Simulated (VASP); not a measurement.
# MgO (P6_3mc) in VASP: further runs

Runs on MgO. Level: r2SCAN. Tasks: single point.

Everything below comes from runs of VASP 6.6.1. Logs are shortened: lines on timing, memory, paths and dates and some standing lists are left out, and cuts for length are marked.

## (1) The crystal as given

The structure is hexagonal, space group P6_3mc (No. 186). Conventional cell: a = 3.308 Å, b = 3.308 Å, c = 4.983 Å, α = 90.00°, β = 90.00°, γ = 120.00°. Around Mg (site symmetry 3m) lie 4 O at 1.97 to 1.99 Å. Around O (site symmetry 3m) lie 4 Mg at 1.97 to 1.99 Å.

Measurements of this composition are mostly on another form, of space group No. 225.

## (2) Single point, r2SCAN

INCAR reads:

```
SYSTEM = MgO
  PREC = Accurate
  ENCUT = 800
  EDIFF = 1E-6
  ISMEAR = 0
  SIGMA = 0.2
  LREAL = .False.
  LASPH = .True.
  NELM = 100
  ALGO = Normal
  ISIF = 2
  LWAVE = .False.
  LCHARG = .False.
  METAGGA = R2SCAN
  LMIXTAU = .True.
  NBANDS = 16
  ADDGRID = .False.
```

KPOINTS reads:

```
Automatic mesh
0
Gamma
  4 4 2
  0 0 0
```

POSCAR reads:

```
MgO
1.0
    3.3077869865      0.0000000000      0.0000000000
   -1.6538934933      2.8646275606      0.0000000000
    0.0000000000      0.0000000000      4.9828816700
Mg O
2 2
Direct
    0.6747690000      0.3351150000      0.5028290000
    0.3311760000      0.6515210000      0.0154490000
    0.6888710000      0.3367780000      0.8828130000
    0.3168690000      0.6615630000      0.3988200000
```

Potentials or basis: VASP PAW PBE potentials, release 64 (Mg, O_h).

Run with:

```console
$ cat potpaw_PBE.64/Mg/POTCAR potpaw_PBE.64/O_h/POTCAR > POTCAR
$ mpirun -np 1 vasp_std > vasp.out
```

OUTCAR:

```text
SYSTEM = MgO
   PREC = Accurate
   ENCUT = 800
   EDIFF = 1E-6
   ISMEAR = 0
   LREAL = .False.
   LASPH = .True.
   NELM = 100
   ISIF = 2
   METAGGA = R2SCAN

 Found     20 irreducible k-points:

 Following reciprocal coordinates:
            Coordinates               Weight
  0.000000  0.000000  0.000000      1.000000
  0.250000  0.000000  0.000000      2.000000
  0.000000  0.250000  0.000000      2.000000
 -0.250000  0.250000  0.000000      2.000000
  0.500000  0.000000  0.000000      1.000000
  0.000000  0.500000  0.000000      1.000000
   k-points           NKPTS =     20   k-points in BZ     NKDIM =     20   number of bands    NBANDS=     16
   number of dos      NEDOS =    301   number of ions     NIONS =      4
   total plane-waves  NPLWV =  49152
   dimension x,y,z NGX =    32 NGY =   32 NGZ =   48
   dimension x,y,z NGXF=    64 NGYF=   64 NGZF=   96
   ions per type =               2   2
   NGX,Y,Z   is equivalent  to a cutoff of  16.08, 16.08, 16.01 a.u.
   NGXF,Y,Z  is equivalent  to a cutoff of  32.17, 32.17, 32.03 a.u.
 SYSTEM =  MgO
   PREC   = accura    normal or accurate (medium, high low for compatibility)
   ISTART =      0    job   : 0-new  1-cont  2-samecut
   ICHARG =      2    charge: 1-file 2-atom 10-const
   ISPIN  =      1    spin polarized calculation?
   LNONCOLLINEAR =      F non collinear calculations
   LSORBIT =      F    spin-orbit coupling
   LASPH  =      T    aspherical Exc in radial PAW
   ENCUT  =  800.0 eV  58.80 Ry    7.67 a.u.   7.63  7.63 11.49*2*pi/ulx,y,z
   NELM   =    100;   NELMIN=  2; NELMDL= -5     # of ELM steps
   EDIFF  = 0.1E-05   stopping-criterion for ELM
   LREAL  =      F    real-space projection
   EDIFFG = 0.1E-04   stopping-criterion for IOM
   NSW    =      0    number of steps for IOM
   IBRION =     -1    ionic relax: 0-MD 1-quasi-New 2-CG
   NFREE  =      0    steps in history (QN), initial steepest desc. (CG)
   ISIF   =      2    stress and relaxation
   ISYM   =      2    0-nonsym 1-usesym 2-fastsym
   POTIM  = 0.5000    time-step for ionic-motion
   TEBEG  =    0.0;   TEEND  =   0.0 temperature during run
   PSTRESS=    0.0 pullay stress
   NELECT =      16.0000    total number of electrons
   NUPDOWN=      -1.0000    fix difference up-down
   EMIN   =  10.00;   EMAX   =-10.00  energy-range for DOS
   EFERMI =   0.00;   METHOD = LEGACY
   ISMEAR =     0;   SIGMA  =   0.20  broadening in eV -4-tet -1-fermi 0-gaus
   EFERMI_NEDOS =   21; number of points for ismear=-14 and -15
   IALGO  =     38    algorithm
   IMIX   =      4    mixing-type and parameters
     AMIX     =   0.40;   BMIX     =  1.00
     AMIX_MAG =   1.60;   BMIX_MAG =  1.00
  volume/ion in A,a.u.               =      11.80        79.66
  Fermi-wavevector in a.u.,A,eV,Ry     =   1.141351  2.156842 17.724080  1.302683
  Thomas-Fermi vector in A             =   2.278052
   LORBIT       =      0    0 simple, 1 ext, 2 COOP (PROOUT), +10 PAW based schemes
   METAGGA = R2SCAN    functional components
   LHFCALC =     F    Hartree Fock is set to
   AEXX    =    0.0000 exact exchange contribution
   IVDW    =     0    specifies the selected vdW correction
   LEPSILON=     F    determine dielectric tensor
   LRPA    =     F    only Hartree local field effects (RPA)
 non-spin polarized calculation
 Gauss-broadening in eV      SIGMA  =   0.20
  energy-cutoff  :      800.00
  volume of cell :       47.22
 maximum number of plane-waves:      2446
 NGX is ok and might be reduce to    32
   NGX = 15   NGY = 15   NGZ = 23

 number of electron      16.0000000 magnetization

 Free energy of the ion-electron system (eV)
  ---------------------------------------------------
  ext. energy  EPLUGINS =         0.00000000
  ---------------------------------------------------
  free energy    TOTEN  =       -31.70334820 eV

  energy without entropy =      -31.70334820  energy(sigma->0) =      -31.70334820

 E-fermi :   1.8906     XC(G=0): -10.1946

 val. band max:        0.9359658335   @ k =   0.0000   0.0000   0.0000
 cond. band min:       5.1405943125   @ k =   0.0000   0.0000   0.0000
 fundamental gap:      4.2046284790
 Fermi energy:         1.8905698309

 k-point     1 :       0.0000    0.0000    0.0000
  band No.  band energies     occupation
      1     -16.1998      2.00000
      2     -15.3544      2.00000
      3      -2.2259      2.00000
      4       0.1541      2.00000
      5       0.3033      2.00000
      6       0.6892      2.00000
[... 8 lines left out ...]
     15      18.3951      0.00000
     16      18.9363      0.00000

 k-point     2 :       0.2500    0.0000    0.0000
  band No.  band energies     occupation
      1     -15.9346      2.00000
      2     -15.2822      2.00000
      3      -1.6608      2.00000
      4      -0.9872      2.00000
      5      -0.4602      2.00000
      6       0.0140      2.00000
[... 8 lines left out ...]
     15      17.0315      0.00000
     16      17.7501      0.00000

 k-point     3 :       0.0000    0.2500    0.0000
  band No.  band energies     occupation
      1     -15.9431      2.00000
      2     -15.2753      2.00000
      3      -1.6763      2.00000
      4      -1.0362      2.00000
      5      -0.3296      2.00000
      6      -0.0591      2.00000
[... 8 lines left out ...]
     15      17.1372      0.00000
     16      17.7934      0.00000

 k-point     4 :      -0.2500    0.2500    0.0000
  band No.  band energies     occupation
      1     -15.9462      2.00000
      2     -15.2714      2.00000
      3      -1.6846      2.00000
      4      -1.0629      2.00000
      5      -0.3230      2.00000
      6      -0.0781      2.00000
[... 8 lines left out ...]
     15      17.2123      0.00000
     16      17.6966      0.00000

 k-point     5 :       0.5000    0.0000    0.0000
  band No.  band energies     occupation
      1     -15.6012      2.00000
      2     -15.2624      2.00000
      3      -1.9794      2.00000
      4      -1.2329      2.00000
      5      -0.5953      2.00000
      6      -0.2201      2.00000
[... 8 lines left out ...]
     15      16.2697      0.00000
     16      18.3558      0.00000

 k-point     6 :       0.0000    0.5000    0.0000
  band No.  band energies     occupation
      1     -15.6330      2.00000
      2     -15.2336      2.00000
      3      -2.0743      2.00000
      4      -1.0779      2.00000
      5      -0.7561      2.00000
      6      -0.2935      2.00000
[... 8 lines left out ...]
     15      16.7526      0.00000
     16      18.2989      0.00000

 [... further k-points ...]

------------------------ aborting loop because EDIFF is reached ----------------------------------------

  FORCE on cell =-STRESS in cart. coord.  units (eV):
  Direction    XX          YY          ZZ          XY          YZ          ZX
  --------------------------------------------------------------------------------------
  -------------------------------------------------------------------------------------
  Total       -1.1229449     -2.0692225      1.6471769      0.9224660      0.0686642     -0.0751890
  in kB      -38.1050688    -70.2152588     55.8939181     31.3021862      2.3299921     -2.5514012
  external PRESSURE =     -17.4754698 kB  Pullay stress =       0.0000000 kB

 VOLUME and BASIS-vectors are now :
 -----------------------------------------------------------------------------
  energy-cutoff  :      800.00
  volume of cell :       47.22
      direct lattice vectors                 reciprocal lattice vectors
     3.307786987  0.000000000  0.000000000     0.302316928  0.174542760  0.000000000
    -1.653893493  2.864627561  0.000000000     0.000000000  0.349085519  0.000000000
     0.000000000  0.000000000  4.982881670     0.000000000  0.000000000  0.200687086

 POSITION                                       TOTAL-FORCE (eV/Angst)
 -----------------------------------------------------------------------------------
      1.67775      0.95998      2.50554        -0.656023     -0.279839     -0.194626
      0.01791      1.86637      0.07698         0.367267      0.399535     -1.343198
      1.72164      0.96474      4.39895        -0.506394     -0.380723      1.522694
     -0.04602      1.89513      1.98727         0.795150      0.261027      0.015129
 -----------------------------------------------------------------------------------
    total drift:                               -0.000569     -0.000888     -0.003548

  FREE ENERGIE OF THE ION-ELECTRON SYSTEM (eV)
  ---------------------------------------------------
  free  energy   TOTEN  =       -31.7033481979 eV

  energy  without entropy=      -31.7033481979  energy(sigma->0) =      -31.70334820
```

Wall time 2.6 min (1 thread of AMD EPYC 7R43 (Zen 3), shared host); peak memory 0.19 GiB.

The run converged, but some of its settings lie outside the range that counts as converged, so its numbers aren't taken as properties of the crystal.

Results:

- Free energy: -31.7033 eV
- Largest force: 1.649 eV/Å
- Band gap on the k mesh: 4.20 eV, direct

Caveat: the k mesh is coarse (spacing up to 0.63 Å⁻¹), so the values aren't converged; the cutoff is under 1.25 times the usual one of these potentials, so pressure, stress and relaxed cells hold a basis-set (Pulay) error; the PAW data sets were made with another functional, which shifts forces and pressure a little.

## (3) Single point, r2SCAN

Changes to INCAR since step 2:

```diff
@@ -5,3 +5,3 @@
   ISMEAR = 0
-  SIGMA = 0.2
+  SIGMA = 0.01
   LREAL = .False.
```

KPOINTS is that of step 2.

POSCAR reads:

```
MgO
1.0
    3.3077869865      0.0000000000      0.0000000000
   -1.6538934933      2.8646275606      0.0000000000
    0.0000000000      0.0000000000      4.9828816700
Mg O
2 2
Direct
    0.6666666667      0.3333333333      0.5021597400
    0.3333333333      0.6666666667      0.0021597400
    0.6666666667      0.3333333333      0.9024402600
    0.3333333333      0.6666666667      0.4024402600
```

Potentials or basis: VASP PAW PBE potentials, release 64 (Mg, O_h).

Run with:

```console
$ cat potpaw_PBE.64/Mg/POTCAR potpaw_PBE.64/O_h/POTCAR > POTCAR
$ mpirun -np 1 vasp_std > vasp.out
```

OUTCAR:

```text
SYSTEM = MgO
   PREC = Accurate
   ENCUT = 800
   EDIFF = 1E-6
   ISMEAR = 0
   LREAL = .False.
   LASPH = .True.
   NELM = 100
   ISIF = 2
   METAGGA = R2SCAN

 Found      8 irreducible k-points:

 Following reciprocal coordinates:
            Coordinates               Weight
  0.000000  0.000000  0.000000      1.000000
  0.250000  0.000000  0.000000      6.000000
  0.500000  0.000000  0.000000      3.000000
  0.250000  0.250000  0.000000      6.000000
  0.000000  0.000000  0.500000      1.000000
  0.250000  0.000000  0.500000      6.000000
[... 194 lines left out ...]
  Direction    XX          YY          ZZ          XY          YZ          ZX
  --------------------------------------------------------------------------------------
  -------------------------------------------------------------------------------------
  Total       -1.0750480     -1.0750480     -0.9896855      0.0000000      0.0000000      0.0000000
  in kB      -36.4797767    -36.4797767    -33.5831573      0.0000000      0.0000000      0.0000000
  external PRESSURE =     -35.5142369 kB  Pullay stress =       0.0000000 kB

 VOLUME and BASIS-vectors are now :
 -----------------------------------------------------------------------------
  energy-cutoff  :      800.00
  volume of cell :       47.22
      direct lattice vectors                 reciprocal lattice vectors
     3.307786987  0.000000000  0.000000000     0.302316928  0.174542760  0.000000000
    -1.653893493  2.864627561  0.000000000     0.000000000  0.349085519  0.000000000
     0.000000000  0.000000000  4.982881670     0.000000000  0.000000000  0.200687086

 POSITION                                       TOTAL-FORCE (eV/Angst)
 -----------------------------------------------------------------------------------
      1.65389      0.95488      2.50220         0.000000      0.000000      0.032744
     -0.00000      1.90975      0.01076        -0.000000     -0.000000      0.032744
      1.65389      0.95488      4.49675        -0.000000     -0.000000     -0.032744
     -0.00000      1.90975      2.00531         0.000000     -0.000000     -0.032744
 -----------------------------------------------------------------------------------
    total drift:                               -0.000000      0.000000      0.010600

  FREE ENERGIE OF THE ION-ELECTRON SYSTEM (eV)
  ---------------------------------------------------
  free  energy   TOTEN  =       -31.8683975750 eV

  energy  without entropy=      -31.8683975750  energy(sigma->0) =      -31.86839758
```

OSZICAR:

```text
N       E                     dE             d eps       ncg     rms          rms(c)
DAV:   1     0.108837486995E+03    0.10884E+03   -0.96986E+03   256   0.131E+03
DAV:   2    -0.263379453467E+02   -0.13518E+03   -0.12142E+03   400   0.226E+02
DAV:   3    -0.410590735437E+02   -0.14721E+02   -0.14593E+02   288   0.859E+01
[... 12 lines left out ...]
DAV:  16    -0.318683813570E+02   -0.47446E-05   -0.49717E-05   256   0.906E-02    0.183E-03
DAV:  17    -0.318684014219E+02   -0.20065E-04   -0.45204E-06   256   0.251E-02    0.415E-03
DAV:  18    -0.318683929598E+02    0.84621E-05   -0.15625E-06   192   0.152E-02    0.113E-03
DAV:  19    -0.318683982869E+02   -0.53271E-05   -0.15638E-06   192   0.121E-02    0.441E-04
DAV:  20    -0.318683975750E+02    0.71193E-06   -0.14257E-07   128   0.315E-03
   1 F= -.31868398E+02 E0= -.31868398E+02  d E =-.470283E-20
```

It took 73 s on 1 thread of AMD EPYC 7R43 (Zen 3), shared host; peak memory 0.18 GiB.

These settings aren't checked as converged: the numbers below hold their error.

Results:

| Quantity | Value |
| --- | --- |
| Free energy | -31.8684 eV |
| Largest force | 0.033 eV/Å |
| Band gap on the k mesh | 4.12 eV, direct |

Caveat: the k mesh is coarse (spacing up to 0.63 Å⁻¹), so the values aren't converged; the cutoff is under 1.25 times the usual one of these potentials, so pressure, stress and relaxed cells hold a basis-set (Pulay) error; the PAW data sets were made with another functional, which shifts forces and pressure a little.

## (4) Single point, r2SCAN

INCAR is that of step 3.

KPOINTS is that of step 3.

POSCAR reads:

```
MgO
1.0
    3.3077869865      0.0000000000      0.0000000000
   -1.6538934933      2.8646275606      0.0000000000
    0.0000000000      0.0000000000      4.9828816700
Mg O
2 2
Direct
    0.6747690000      0.3351150000      0.5028290000
    0.3311760000      0.6515210000      0.0154490000
    0.6888710000      0.3367780000      0.8828130000
    0.3168690000      0.6615630000      0.3988200000
```

Run with:

```console
$ cat potpaw_PBE.64/Mg/POTCAR potpaw_PBE.64/O_h/POTCAR > POTCAR
$ mpirun -np 1 vasp_std > vasp.out
```

It took 2.6 min on 1 thread of AMD EPYC 7R43 (Zen 3), shared host; peak memory 0.19 GiB.

These settings aren't checked as converged: the numbers below hold their error.

Results:

* Free energy: -31.7033 eV
* Largest force: 1.649 eV/Å
* Band gap on the k mesh: 4.20 eV, direct

Caveat: the k mesh is coarse (spacing up to 0.63 Å⁻¹), so the values aren't converged; the cutoff is under 1.25 times the usual one of these potentials, so pressure, stress and relaxed cells hold a basis-set (Pulay) error; the PAW data sets were made with another functional, which shifts forces and pressure a little.

## (5) Single point, r2SCAN

Changes to INCAR since step 4:

```diff
@@ -1,3 +1,3 @@
 SYSTEM = MgO
-  PREC = Accurate
+  PREC = Low
   ENCUT = 800
@@ -5,3 +5,3 @@
   ISMEAR = 0
-  SIGMA = 0.01
+  SIGMA = 0.05
   LREAL = .False.
```

KPOINTS is that of step 4.

POSCAR reads:

```
MgO
1.0
    3.3077869865      0.0000000000      0.0000000000
   -1.6538934933      2.8646275606      0.0000000000
    0.0000000000      0.0000000000      4.9828816700
Mg O
2 2
Direct
    0.6666666667      0.3333333333      0.5021597400
    0.3333333333      0.6666666667      0.0021597400
    0.6666666667      0.3333333333      0.9024402600
    0.3333333333      0.6666666667      0.4024402600
```

Run with:

```console
$ cat potpaw_PBE.64/Mg/POTCAR potpaw_PBE.64/O_h/POTCAR > POTCAR
$ mpirun -np 1 vasp_std > vasp.out
```

It took 52 s on 1 thread of AMD EPYC 7R43 (Zen 3), shared host; peak memory 0.1 GiB.

The run converged, but some of its settings lie outside the range that counts as converged, so its numbers aren't taken as properties of the crystal.

What came out:

```
Free energy            : -31.8687 eV
Largest force          : 0.042 eV/Å
Band gap on the k mesh : 4.12 eV, direct
```

Caveat: the k mesh is coarse (spacing up to 0.63 Å⁻¹), so the values aren't converged; the cutoff is under 1.25 times the usual one of these potentials, so pressure, stress and relaxed cells hold a basis-set (Pulay) error; the PAW data sets were made with another functional, which shifts forces and pressure a little.

## (6) Single point, r2SCAN

INCAR is that of step 5.

KPOINTS is that of step 5.

POSCAR reads:

```
MgO
1.0
    3.3077869865      0.0000000000      0.0000000000
   -1.6538934933      2.8646275606      0.0000000000
    0.0000000000      0.0000000000      4.9828816700
Mg O
2 2
Direct
    0.6747690000      0.3351150000      0.5028290000
    0.3311760000      0.6515210000      0.0154490000
    0.6888710000      0.3367780000      0.8828130000
    0.3168690000      0.6615630000      0.3988200000
```

Potentials or basis: VASP PAW PBE potentials, release 64 (Mg, O_h).

Run with:

```console
$ cat potpaw_PBE.64/Mg/POTCAR potpaw_PBE.64/O_h/POTCAR > POTCAR
$ mpirun -np 1 vasp_std > vasp.out
```

Wall time 75 s (1 thread of AMD EPYC 7R43 (Zen 3), shared host); peak memory 0.11 GiB.

These settings aren't checked as converged: the numbers below hold their error.

Results:

```
Free energy            : -31.7034 eV
Largest force          : 1.631 eV/Å
Band gap on the k mesh : 4.20 eV, direct
```

Caveat: the k mesh is coarse (spacing up to 0.63 Å⁻¹), so the values aren't converged; the cutoff is under 1.25 times the usual one of these potentials, so pressure, stress and relaxed cells hold a basis-set (Pulay) error; the PAW data sets were made with another functional, which shifts forces and pressure a little.

## (7) The reference run

An earlier run on the cell as given: functional PBE; potentials or basis VASP PAW PBE potentials, release 64 (Mg, O); cutoff 520 eV; k mesh 9 × 9 × 6; occupations fermi-dirac, width 0.05 eV; no spin polarisation.

- Pressure: 3.0 GPa
- Largest force: 0.008 eV/Å
- Band gap on the k mesh: 3.46 eV, direct
